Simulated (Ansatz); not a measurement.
# Ti: the cost of one run

Method: DFT r2SCAN, scalar-relativistic, plane waves, PAW, in Ansatz 0.2.0.

2 further runs of the same task are left out: 2 set aside as unsound or not needed.

## 1. Starting point

The structure is hexagonal, space group P6/mmm (No. 191). The conventional cell has a = 4.568 Å, b = 4.568 Å, c = 2.825 Å, α = 90.00°, β = 90.00°, γ = 120.00°. Around Ti (site symmetry 6/mmm) lie 14 Ti at 2.82 to 2.99 Å. Ti (site symmetry -6m2) has 11 Ti at 2.64 to 2.99 Å in its first shell of neighbours.

Coordinates:

```cif
data_structure
_symmetry_space_group_name_H-M 'P6/mmm'
_symmetry_Int_Tables_number 191
_cell_length_a 4.5680
_cell_length_b 4.5680
_cell_length_c 2.8246
_cell_angle_alpha 90.000
_cell_angle_beta 90.000
_cell_angle_gamma 120.000
_cell_volume 51.04
loop_
_atom_site_label
_atom_site_type_symbol
_atom_site_symmetry_multiplicity
_atom_site_Wyckoff_symbol
_atom_site_fract_x
_atom_site_fract_y
_atom_site_fract_z
_atom_site_occupancy
Ti1 Ti 1 a 0.00000 0.00000 0.00000 1
Ti2 Ti 2 d 0.33333 0.66667 0.50000 1
```

It goes back to an entry of the Materials Project, which need not be the stable form.

This cell was relaxed beforehand with the same method: volume 17.01 Å³/atom, gap on the mesh none (metal).

The unstrained cell comes from an earlier run at this level (3 atoms, E(σ→0) -7513.1595 eV, gap none (metal)).

## 2. At -1.0 %

input.yaml

```yaml
crystal:
  lattice:
    - [4.5223414941, 0.0, 0.0]
    - [-2.2611707471, 3.9164626185, 0.0]
    - [0.0, 0.0, 2.7963172996]
  atoms:
    - { symbol: Ti, position: [0.0, 0.0, 0.0] }
    - { symbol: Ti, position: [0.3333333333, 0.6666666667, 0.5] }
    - { symbol: Ti, position: [0.6666666667, 0.3333333333, 0.5] }
basis:
  ecutwfc: 500
kpoints:
  mp_grid: { grid: [12, 12, 18] }
hamiltonian:
  xc: r2scan
scf:
  occupations: { method: gaussian, width: 0.1 }
output:
  forces: true
  stress: true
  eigenvalues: true
```

The run is started by

```console
$ ansatz run input.yaml --threads 1 --pin off --max-ram 2560MiB --backend cpu --events-out ev --progress --plain --runs-dir out
```

**Question.** How long does this run take on 1 thread of Intel Xeon at 2.50GHz (Skylake/Cascade Lake), shared host, and how much memory does it need?

About 42 s, with a peak of 0.64 GiB.
